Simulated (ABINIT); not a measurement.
# BP (F-43m) in ABINIT: convergence with smearing width

Aim: find how far smearing width must go before the results for BP settle, at PBE. This setting moves, with any that are tied to it; all else stays.

Everything below comes from runs of ABINIT 10.8.3 (patched build). Logs are shortened: lines on timing, memory, paths and dates and some standing lists are left out, and cuts for length are marked. The log counts tension as positive stress, the text compression.

**1. The structure**

It takes space group F-43m (No. 216, cubic). The conventional cell has a = 4.538 Å, b = 4.538 Å, c = 4.538 Å, α = 90.00°, β = 90.00°, γ = 90.00°. Around P (site symmetry -43m) lie 4 B at 1.97 Å. B (site symmetry -43m) is surrounded by 4 P at 1.97 Å.

**2. With smearing width 0.272 eV**

Input file run.abi:

```
# Pseudopotentials
pp_dirpath "./"
pseudos "P.upf, B.upf"

# Structure
acell 3*1.0 Angstrom
rprim
     0.0000000000     2.2690000000     2.2690000000
     2.2690000000     0.0000000000     2.2690000000
     2.2690000000     2.2690000000     0.0000000000
ntypat 2
znucl 15 5
natom 2
typat 1 2
xcart
     3.4035000000     3.4035000000     3.4035000000
     0.0000000000     0.0000000000     0.0000000000 Angstrom

# Plane-wave basis
ecut 38.0

# k points
kptopt 1
ngkpt 10 10 10
nshiftk 1
shiftk 0.0 0.0 0.0

# Exchange and correlation
ixc 11

# Bands and occupations
nband 8
occopt 3
tsmear 0.272 eV

# SCF cycle
nstep 100
tolvrs 1.0e-10

# Output
iomode 3
prtwf 0
prtden 0
prteig 0
prtebands 0
enunit 2
```

Potentials or basis: PseudoDojo NC SR PBE v0.4.1 standard.

Started as:

```sh
$ abinit run.abi > log 2>&1
```

run.abo:

```text
.Version 10.8.3 of ABINIT
 Symmetries : space group F-4 3 m (#216); Bravais cF (face-center cubic)
================================================================================
 Values of the parameters that define the memory need of the present run
     intxc =       0    ionmov =       0      iscf =       7    lmnmax =       6
     lnmax =       6     mgfft =      36  mpssoang =       3    mqgrid =    3001
     natom =       2  nloc_mem =       1    nspden =       1   nspinor =       1
    nsppol =       1      nsym =      24    n1xccc =    2501    ntypat =       2
    occopt =       3   xclevel =       2
       mpw =        1784          nfft =       46656          nkpt =          47
================================================================================
================================================================================

--------------------------------------------------------------------------------
------------- Echo of variables that govern the present computation ------------
--------------------------------------------------------------------------------
 -outvars: echo values of preprocessed input variables --------
            acell      1.8897261259E+00  1.8897261259E+00  1.8897261259E+00 Bohr
              amu      3.09737620E+01  1.08110000E+01
             ecut      3.80000000E+01 Hartree
           enunit           2
              ixc          11
         kptrlatt       10    0    0      0   10    0      0    0   10
          kptrlen      6.06384876E+01
            natom           2
            nband           8
            ngfft          36      36      36
             nkpt          47
            nstep         100
             nsym          24
           ntypat           2
           occopt           3
           prtden           0
        prtebands           0
           prteig           0
            prtwf           0
            rprim      0.0000000000E+00  2.2690000000E+00  2.2690000000E+00
                       2.2690000000E+00  0.0000000000E+00  2.2690000000E+00
                       2.2690000000E+00  2.2690000000E+00  0.0000000000E+00
          spgroup         216
           tolvrs      1.00000000E-10
           tsmear      9.99581563E-03 Hartree
            typat      1  2
           xangst      3.4035000000E+00  3.4035000000E+00  3.4035000000E+00
                       0.0000000000E+00  0.0000000000E+00  0.0000000000E+00
            xcart      6.4316828695E+00  6.4316828695E+00  6.4316828695E+00
                       0.0000000000E+00  0.0000000000E+00  0.0000000000E+00
             xred      7.5000000000E-01  7.5000000000E-01  7.5000000000E-01
                       0.0000000000E+00  0.0000000000E+00  0.0000000000E+00
            znucl       15.00000    5.00000

================================================================================

 chkinp: Checking input parameters for consistency.

================================================================================
== DATASET  1 ==================================================================

--- !DatasetInfo
iteration_state: {dtset: 1, }
dimensions: {natom: 2, nkpt: 47, mband: 8, nsppol: 1, nspinor: 1, nspden: 1, mpw: 1784, }
cutoff_energies: {ecut:  38.0, pawecutdg:  -1.0, }
electrons: {nelect:   8.00000000E+00, charge:   0.00000000E+00, occopt:   3.00000000E+00, tsmear:   9.99581563E-03, }
meta: {optdriver: 0, ionmov: 0, optcell: 0, iscf: 7, paral_kgb: 0, }
...

 Exchange-correlation functional for the present dataset will be:
  GGA: Perdew-Burke-Ernzerhof functional - ixc=11
  J.P.Perdew, K.Burke, M.Ernzerhof, PRL 77, 3865 (1996)

 Real(R)+Recip(G) space primitive vectors, cartesian coordinates (Bohr,Bohr^-1):
 R(1)=  0.0000000  4.2877886  4.2877886  G(1)= -0.1166102  0.1166102  0.1166102
[... 44 lines left out ...]
  sigma(3 3)= -3.28157858E-05  sigma(2 1)=  0.00000000E+00

--- !ResultsGS
iteration_state: {dtset: 1, }
comment   : Summary of ground state results
lattice_vectors:
- [  0.0000000,   4.2877886,   4.2877886, ]
- [  4.2877886,   0.0000000,   4.2877886, ]
- [  4.2877886,   4.2877886,   0.0000000, ]
lattice_lengths: [   6.06385,    6.06385,    6.06385, ]
lattice_angles: [ 60.000,  60.000,  60.000, ] # degrees, (23, 13, 12)
lattice_volume:   1.5766311E+02
convergence: {deltae:  9.770E-14, res2:  1.641E-12, residm:  2.532E-07, diffor: null, }
etotal    :  -9.89692005E+00
entropy   :   0.00000000E+00
fermie    :   2.88211624E-01
cartesian_stress_tensor: # hartree/bohr^3
- [ -3.28157858E-05,   0.00000000E+00,   0.00000000E+00, ]
- [  0.00000000E+00,  -3.28157858E-05,   0.00000000E+00, ]
- [  0.00000000E+00,   0.00000000E+00,  -3.28157858E-05, ]
pressure_GPa:   9.6547E-01
xred      :
- [  7.5000E-01,   7.5000E-01,   7.5000E-01,  P]
- [  0.0000E+00,   0.0000E+00,   0.0000E+00,  B]
cartesian_forces: # hartree/bohr
- [ -0.00000000E+00,  -0.00000000E+00,  -0.00000000E+00, ]
- [ -0.00000000E+00,  -0.00000000E+00,  -0.00000000E+00, ]
force_length_stats: {min:   0.00000000E+00, max:   0.00000000E+00, mean:   0.00000000E+00, }
...

 Integrated electronic density in atomic spheres:
 ------------------------------------------------
 Atom  Sphere_radius  Integrated_density
    1        2.00000          2.92450408
    2        2.00000          2.71334130
================================================================================

 ----iterations are completed or convergence reached----

 Mean square residual over all n,k,spin=   19.574E-10; max=  25.317E-08
 reduced coordinates (array xred) for    2 atoms
       0.750000000000      0.750000000000      0.750000000000
       0.000000000000      0.000000000000      0.000000000000
 rms dE/dt=  0.0000E+00; max dE/dt=  0.0000E+00; dE/dt below (all hartree)
    1       0.000000000000      0.000000000000      0.000000000000
    2       0.000000000000      0.000000000000      0.000000000000

 cartesian coordinates (angstrom) at end:
    1      3.40350000000000     3.40350000000000     3.40350000000000
    2      0.00000000000000     0.00000000000000     0.00000000000000

 cartesian forces (hartree/bohr) at end:
    1     -0.00000000000000    -0.00000000000000    -0.00000000000000
    2     -0.00000000000000    -0.00000000000000    -0.00000000000000
 frms,max,avg= 0.0000000E+00 0.0000000E+00   0.000E+00  0.000E+00  0.000E+00 h/b

 cartesian forces (eV/Angstrom) at end:
    1     -0.00000000000000    -0.00000000000000    -0.00000000000000
    2     -0.00000000000000    -0.00000000000000    -0.00000000000000
 frms,max,avg= 0.0000000E+00 0.0000000E+00   0.000E+00  0.000E+00  0.000E+00 e/A
 length scales=  1.889726125908  1.889726125908  1.889726125908 bohr
              =  1.000000000000  1.000000000000  1.000000000000 angstroms
 Fermi (or HOMO) energy (hartree) =   0.28821   Average Vxc (hartree)=  -0.39962
 Eigenvalues (hartree) for nkpt=  47  k points:
 kpt#   1, nband=  8, wtk=  0.00100, kpt=  0.0000  0.0000  0.0000 (reduced coord)
  -0.30119    0.26687    0.26687    0.26687    0.39212    0.39212    0.39212    0.53728
      occupation numbers for kpt#   1
   2.00000    1.78860    1.78860    1.78860    0.00006    0.00006    0.00006    0.00000
 prteigrs : prtvol=0 or 1, do not print more k-points.

 Fermi (or HOMO) energy (eV) =   7.84264   Average Vxc (eV)= -10.87414
 Eigenvalues (   eV  ) for nkpt=  47  k points:
 kpt#   1, nband=  8, wtk=  0.00100, kpt=  0.0000  0.0000  0.0000 (reduced coord)
  -8.19583    7.26179    7.26179    7.26179   10.67018   10.67018   10.67018   14.62007
 prteigrs : prtvol=0 or 1, do not print more k-points.

--- !EnergyTerms
iteration_state     : {dtset: 1, }
comment             : Components of total free energy in Hartree
kinetic             :  4.64289059254375E+00
hartree             :  6.30016755267308E-01
xc                  : -3.32190824802592E+00
Ewald energy        : -1.04916197636976E+01
psp_core            :  5.80861330051174E-01
local_psp           : -2.96742835862743E+00
non_local_psp       :  1.03065601366416E+00
internal            : -9.89653167882456E+00
'-kT*entropy'       : -3.88371207910151E-04
total_energy        : -9.89692005003246E+00
total_energy_eV     : -2.69308914127027E+02
band_energy         :  2.27012820676134E-01
...

 Cartesian components of stress tensor (hartree/bohr^3)
  sigma(1 1)= -3.28157858E-05  sigma(3 2)=  0.00000000E+00
  sigma(2 2)= -3.28157858E-05  sigma(3 1)=  0.00000000E+00
  sigma(3 3)= -3.28157858E-05  sigma(2 1)=  0.00000000E+00

-Cartesian components of stress tensor (GPa)         [Pressure=  9.6547E-01 GPa]
- sigma(1 1)= -9.65473750E-01  sigma(3 2)=  0.00000000E+00
- sigma(2 2)= -9.65473750E-01  sigma(3 1)=  0.00000000E+00
- sigma(3 3)= -9.65473750E-01  sigma(2 1)=  0.00000000E+00

== END DATASET(S) ==============================================================
================================================================================

 -outvars: echo values of variables after computation  --------
            acell      1.8897261259E+00  1.8897261259E+00  1.8897261259E+00 Bohr
           etotal     -9.8969200500E+00
            fcart     -0.0000000000E+00 -0.0000000000E+00 -0.0000000000E+00
                      -0.0000000000E+00 -0.0000000000E+00 -0.0000000000E+00
            rprim      0.0000000000E+00  2.2690000000E+00  2.2690000000E+00
                       2.2690000000E+00  0.0000000000E+00  2.2690000000E+00
                       2.2690000000E+00  2.2690000000E+00  0.0000000000E+00
           strten     -3.2815785772E-05 -3.2815785772E-05 -3.2815785772E-05
                       0.0000000000E+00  0.0000000000E+00  0.0000000000E+00
           xangst      3.4035000000E+00  3.4035000000E+00  3.4035000000E+00
                       0.0000000000E+00  0.0000000000E+00  0.0000000000E+00
             xred      7.5000000000E-01  7.5000000000E-01  7.5000000000E-01
                       0.0000000000E+00  0.0000000000E+00  0.0000000000E+00
 Calculation completed.
```

It took 20 s on 1 thread of Arm Neoverse V1, shared host; peak memory 0.07 GiB.

Results:

| Quantity | Value |
| --- | --- |
| Free energy | -269.3089 eV |
| Pressure | 1.0 GPa |
| Band gap on the k mesh | 1.25 eV, indirect (least direct gap 3.41 eV) |
| Valence electrons inside the program's atomic spheres | P 2.92; B 2.71 |

**3. With smearing width 0.2 eV**

run.abi, as its differences from that of step 2:

```diff
@@ -33,3 +33,3 @@
 occopt 3
-tsmear 0.272 eV
+tsmear 0.2 eV
```

Potentials or basis: PseudoDojo NC SR PBE v0.4.1 standard.

Started as:

```sh
$ abinit run.abi > log 2>&1
```

Run time: 19 s. Hardware: 1 thread of Arm Neoverse V1, shared host; peak memory 0.07 GiB.

Results (log left out):

```yaml
Free_energy: -269.3072 eV
Pressure: 1.0 GPa
Band_gap_on_the_k_mesh: 1.25 eV, indirect (least direct gap 3.41 eV)
Valence_electrons_inside_the_program's_atomic_spheres: P 2.92; B 2.71
```

**4. With smearing width 0.136 eV**

run.abi, as its differences from that of step 3:

```diff
@@ -33,3 +33,3 @@
 occopt 3
-tsmear 0.2 eV
+tsmear 0.136 eV
```

Started as:

```sh
$ abinit run.abi > log 2>&1
```

It took 20 s on 1 thread of Arm Neoverse V1, shared host; peak memory 0.07 GiB.

The run converged. Its results:

```yaml
Free_energy: -269.3067 eV
Pressure: 1.0 GPa
Band_gap_on_the_k_mesh: 1.25 eV, indirect (least direct gap 3.41 eV)
Valence_electrons_inside_the_program's_atomic_spheres: P 2.92; B 2.71
```

**5. With smearing width 0.1 eV**

run.abi, as its differences from that of step 4:

```diff
@@ -33,3 +33,3 @@
 occopt 3
-tsmear 0.136 eV
+tsmear 0.1 eV
```

Started as:

```sh
$ abinit run.abi > log 2>&1
```

Run time: 19 s. Hardware: 1 thread of Arm Neoverse V1, shared host; peak memory 0.07 GiB.

The run converged. Its results:

| Property | Result |
| --- | --- |
| Free energy | -269.3067 eV |
| Pressure | 1.0 GPa |
| Band gap on the k mesh | 1.25 eV, indirect (least direct gap 3.41 eV) |
| Valence electrons inside the program's atomic spheres | P 2.92; B 2.71 |

**6. With smearing width 0.05 eV**

run.abi, as its differences from that of step 5:

```diff
@@ -33,3 +33,3 @@
 occopt 3
-tsmear 0.1 eV
+tsmear 0.05 eV
```

Potentials or basis: PseudoDojo NC SR PBE v0.4.1 standard.

Started as:

```sh
$ abinit run.abi > log 2>&1
```

Run time: 19 s. Hardware: 1 thread of Arm Neoverse V1, shared host; peak memory 0.07 GiB.

The run converged. Its results:

* Free energy: -269.3067 eV
* Pressure: 1.0 GPa
* Band gap on the k mesh: 1.25 eV, indirect (least direct gap 3.41 eV)
* Valence electrons inside the program's atomic spheres: P 2.92; B 2.71

**7. With smearing width 0.025 eV**

run.abi, as its differences from that of step 6:

```diff
@@ -33,3 +33,3 @@
 occopt 3
-tsmear 0.05 eV
+tsmear 0.025 eV
```

Started as:

```sh
$ abinit run.abi > log 2>&1
```

It took 19 s on 1 thread of Arm Neoverse V1, shared host; peak memory 0.07 GiB.

The run converged. Its results:

```
Free energy                                           : -269.3067 eV
Pressure                                              : 1.0 GPa
Band gap on the k mesh                                : 1.25 eV, indirect (least direct gap 3.41 eV)
Valence electrons inside the program's atomic spheres : P 2.92; B 2.71
```

**8. With smearing width 0.01 eV**

run.abi, as its differences from that of step 7:

```diff
@@ -33,3 +33,3 @@
 occopt 3
-tsmear 0.025 eV
+tsmear 0.01 eV
```

Started as:

```sh
$ abinit run.abi > log 2>&1
```

It took 19 s on 1 thread of Arm Neoverse V1, shared host; peak memory 0.07 GiB.

The run converged. Its results:

- Free energy: -269.3067 eV
- Pressure: 1.0 GPa
- Band gap on the k mesh: 1.25 eV, indirect (least direct gap 3.41 eV)
- Valence electrons inside the program's atomic spheres: P 2.92; B 2.71

**9. Result**

| smearing width | energy less the tightest run, at zero smearing (meV/atom) | SCF cycles | CPU time (s) | peak memory (GiB) |
| --- | --- | --- | --- | --- |
| 0.272 eV | 1.53 | 9 | 20 | 0.07 |
| 0.2 eV | 0.40 | 9 | 19 | 0.07 |
| 0.136 eV | 0.05 | 9 | 20 | 0.07 |
| 0.1 eV | 0.01 | 9 | 19 | 0.07 |
| 0.05 eV | 0.00 | 9 | 19 | 0.07 |
| 0.025 eV | 0.00 | 9 | 19 | 0.07 |
| 0.01 eV | 0.00 | 9 | 19 | 0.07 |

Against the tightest run, the energy stays within 1 meV/atom from 0.2 eV on. The tightest run that finished is the yardstick and may itself not be fully converged.
